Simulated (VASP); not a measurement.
Runs of VASP 6.6.1 on WS2 (Tungstenite). Symmetry: P6_3/mmc, No. 194, hexagonal system. Conventional cell: a = 3.180 Å, b = 3.180 Å, c = 12.500 Å, α = 90.00°, β = 90.00°, γ = 120.00°. W (site symmetry -6m2) has 6 S at 2.41 Å as nearest neighbours. S (site symmetry 3m) has 3 W at 2.41 Å as nearest neighbours. 

| level | potentials or basis | gap on the mesh (eV) |
| --- | --- | --- |
| PBEsol | VASP PAW PBE potentials, release 64 (W_sv, S) | 1.09 |
| r2SCAN | VASP PAW PBE potentials, release 64 (W_sv, S) | 1.24 |
| TB-mBJ | VASP PAW PBE potentials, release 64 (W_sv, S) | (a) |
| LDA | VASP PAW LDA potentials, release 64 (W_sv, S) | 1.05 |

Alike in all rows: task band structure; no spin polarisation; cell as given; k mesh 10 × 10 × 4; cutoff (eV) 520; smearing gaussian 0.02 eV.

Problem. Estimate the missing entries.

Solution. (a) 1.38.

Caveats: spin-orbit coupling is left out, which moves the levels of the heavy elements; the mesh misses the band edges, which the band path finds closer together (some runs).

A k mesh can miss the band edges, and the runs leave out spin-orbit coupling on W.

Runs at the PBE level aren't shown here.
